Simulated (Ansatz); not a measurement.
## From a trial cell to the properties of Ru (hcp)

**The experiment.** The Crystallography Open Database holds a cell as deposited of hexagonal Ru (space group P6_3/mmc), temperature not stated (1998): a, c = 2.706, 4.282 Å, 13.57 Å³/atom.

The computed numbers are results of r²SCAN, scalar-relativistic (no spin polarisation) in the plane-wave PAW code Ansatz at 500 eV, 18×18×10 k-mesh, Gaussian smearing of 0.05 eV; PAW files: Ansatz's generated set soft_2.

Starting cell, 1 % under the database's volume:

```yaml
crystal:
  lattice:
    - [2.70000, 0.00000, 0.00000]
    - [-1.35000, 2.33827, 0.00000]
    - [0.00000, 0.00000, 4.27680]
  atoms:
    - { symbol: Ru, position: [0.33333, 0.66667, 0.75000] }
    - { symbol: Ru, position: [0.66667, 0.33333, 0.25000] }
```

The first steps of the search for zero pressure:

```tsv
run	level	k-mesh	kind	V (Å³/atom)	P (GPa)	gap on the mesh (eV)
1	PBE, 420 eV	8×8×6	cell and atoms relaxed	13.76	-0.1	metal
2	r²SCAN	18×18×10	shape and atoms relaxed, volume fixed	13.76	-6.4	metal
```

Problem. At which volume does r²SCAN reach zero pressure?

Solution. 13.49 Å³/atom, about 0.1 % under the start.

The steps that followed:

```tsv
run	level	k-mesh	kind	V (Å³/atom)	P (GPa)	E − E(final) (meV/atom)	gap on the mesh (eV)
3	r²SCAN	18×18×10	shape and atoms relaxed, volume fixed	13.17	8.4	8.1	metal
4	r²SCAN	18×18×10	shape and atoms relaxed, volume fixed	13.49	0.0	0.0	metal
```

The final structure (symmetry read at 0.01 Å). It takes space group P6_3/mmc (No. 194, hexagonal). The conventional cell has a = 2.702 Å, b = 2.702 Å, c = 4.267 Å, α = 90.00°, β = 90.00°, γ = 120.00°. Ru (site symmetry -6m2) is surrounded by 12 Ru at 2.64 to 2.70 Å. (Neighbours are counted to 15 % beyond the shortest distance.)

At the final geometry the gap, band path included, is zero (metallic). The runs in the table took roughly 1.1 core-minutes.

**Against experiment.** r²SCAN gives 2.702, 4.267 Å and 13.49 Å³/atom, −0.6 % in volume (−0.2 % in length) from the database's cell. The static lattice lacks zero-point motion and thermal expansion; that covers some of the miss, perhaps all.
